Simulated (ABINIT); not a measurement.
Planning a run of ABINIT 10.8.3 on BP (F-43m). The input:

```
acell 3*1.0 Angstrom
rprim 
  0.000000000000 2.269000000000 2.269000000000
  2.269000000000 0.000000000000 2.269000000000
  2.269000000000 2.269000000000 0.000000000000
ntypat 2
znucl 5 15
natom 2
typat 1 2
xred 
  0.000000000000 0.000000000000 0.000000000000
  0.250000000000 0.250000000000 0.250000000000
pp_dirpath "pseudos"
pseudos "B.upf, P.upf"
ecut 34
ngkpt 8 8 8
nshiftk 1
shiftk 0.11 0.21 0.31
kptopt 3
chksymbreak 0
istwfk *1
occopt 1
irdwfk 1
optdriver 99
bs_calctype 1
mbpt_sciss 0.716 eV
bs_loband 2
nband 7
bs_exchange_term 1
bs_coulomb_term 21
bs_coupling 0
bs_algorithm 2
bs_freq_mesh 0 10 0.1 eV
zcut 0.15 eV
ecuteps 3
ecutwfn 17
inclvkb 2
mdf_epsinf 9.22
irdden 1
bs_haydock_niter 300
bs_haydock_tol -0.02 0
indata_prefix "in"
outdata_prefix "out"
tmpdata_prefix "tmp"
```

```sh
OMP_NUM_THREADS=1 mpirun -n 4 abinit run.abi > log
```

Q: How long will it take on 4 MPI ranks of Intel Xeon Platinum 8488C (Sapphire Rapids), shared host, and how much memory?

It took 1.7 min; on shared hardware allow 51 s to 3.4 min. Peak host memory was 1.1 GiB.

The kernel grows as the square of the matrix size, and full diagonalisation as its cube.

[Paths, hosts, dates, memory and timing lines, banners, echoed tables and standing remarks are left out of the program output.]

[Logs are printed without paths, hosts, clocks, repeated set-up lines and the standing remarks that a program may print on its own settings, such as how far it seeks lower states.]

[Runs of the session that timed out or met a known fault of the program may be left out.]

[No measured gap is set beside runs whose start may be inverted or whose files or cutoffs have a known fault.]

[Hosts, paths, dates, database ids (printed as entryN), source tags and the programs' standing remarks are cut or masked in the printed files.]

[G0W0 gaps are taken among the corrected bands and points alone; a level outside them can change the order at an edge.]

[Where Ansatz stands beside ABINIT at settings called matched, ABINIT's density can come from a denser mesh and the files from another edition; pairs whose starting gaps differed by over 0.03 eV were left out, so agreement reads better than it is.]
